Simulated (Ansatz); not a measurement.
Task: CsCl (CsCl type, Pm-3m) is relaxed with r²SCAN in the plane-wave PAW code Ansatz. What lattice parameters of the conventional cell result?

Result: a = 4.140 Å.

Task: Is it a metal or does it have a gap at this level?

Result: A gap of 5.91 eV, direct.

Symmetry was held in the r²SCAN relaxation. Scalar-relativistic: spin–orbit coupling is off unless named, which matters more the heavier the elements.

Potentials: the later of the program's two PAW sets.
